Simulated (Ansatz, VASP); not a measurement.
NaF in VASP and in Ansatz

```
Na F
1.0
     0.00000    2.34630    2.34630
     2.34630    0.00000    2.34630
     2.34630    2.34630    0.00000
Na F
1 1
Direct
  0.00000 0.00000 0.00000
  0.50000 0.50000 0.50000
```

Change from the starting cell: volume scaled by 1.03.

Alike in both runs: task single point; functional PBE; k mesh 10 × 10 × 10; occupations fermi-dirac, width 0.02 eV; no spin polarisation.

|  | VASP | Ansatz |
| --- | --- | --- |
| version | VASP 6.6.1 | Ansatz 0.2.0 |
| potentials or method | VASP PAW PBE potentials, release 64 (Na_pv, F), cutoff 520 eV | all-electron LAPW, scalar-relativistic |

Ansatz gave:

| Quantity | Value |
| --- | --- |
| gap on the k mesh at the Fermi level (eV) | 6.11 |
| pressure (GPa) | 0.3 |

Problem. Which values does VASP return?

Solution. gap on the k mesh at the Fermi level (eV): 6.10; pressure (GPa): 0.1.

Ansatz ran all-electron here, so the differences hold the error of VASP's frozen core and of both bases.

A k mesh can miss the band edges.
